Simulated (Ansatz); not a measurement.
# Zr2N: the cost of one run

Method: DFT PBE, scalar-relativistic, plane waves, PAW, in Ansatz 0.2.0.

### 1 The starting structure

It takes space group P4_2/mmc (No. 131, tetragonal). The conventional cell has a = 3.932 Å, b = 3.932 Å, c = 6.367 Å, α = 90.00°, β = 90.00°, γ = 90.00°. Zr (site symmetry 2mm) is surrounded by 1 Zr at 1.98 Å and 2 N at 2.20 Å. N (site symmetry mmm) has 4 Zr at 2.20 Å as nearest neighbours.

Coordinates:

```
Zr N
1.0
     3.93195    0.00000    0.00000
     0.00000    3.93195    0.00000
     0.00000    0.00000    6.36656
Zr N
4 2
Direct
  0.00000 0.50000 0.84469
  0.50000 0.00000 0.34469
  0.00000 0.50000 0.15531
  0.50000 0.00000 0.65531
  0.50000 0.50000 0.00000
  0.50000 0.50000 0.50000
```

A structure generator made this guess: random cell by space group and Wyckoff sites (P4_2/mmc, No. 131). Its size is a rough estimate.

### 2 A first look at the guess

File input.yaml:

```yaml
crystal:
  lattice:
    - [3.93194536, 0.0, 0.0]
    - [0.0, 3.93194536, 0.0]
    - [0.0, 0.0, 6.36656282]
  atoms:
    - { symbol: Zr, position: [0.0, 0.5, 0.84468824] }
    - { symbol: Zr, position: [0.5, 0.0, 0.34468824] }
    - { symbol: Zr, position: [0.0, 0.5, 0.15531176] }
    - { symbol: Zr, position: [0.5, 0.0, 0.65531176] }
    - { symbol: "N", position: [0.5, 0.5, 0.0] }
    - { symbol: "N", position: [0.5, 0.5, 0.5] }
basis:
  ecutwfc: 420
kpoints:
  mp_grid: { grid: [4, 4, 4] }
hamiltonian:
  xc: pbe
scf:
  occupations: { method: gaussian, width: 0.1 }
  lower_state_search: "off"
output:
  forces: true
  stress: true
  eigenvalues: true
```

Run with:

```console
> ansatz run input.yaml --threads 1 --pin off --max-ram 2560MiB --backend cpu --events-out ev --progress --plain --runs-dir out
```

**Question.** How long does this run take on 1 thread of AMD EPYC 9R45 (Zen 5), shared host, and how much memory does it need?

About 1.6 s, with a peak of 0.39 GiB.
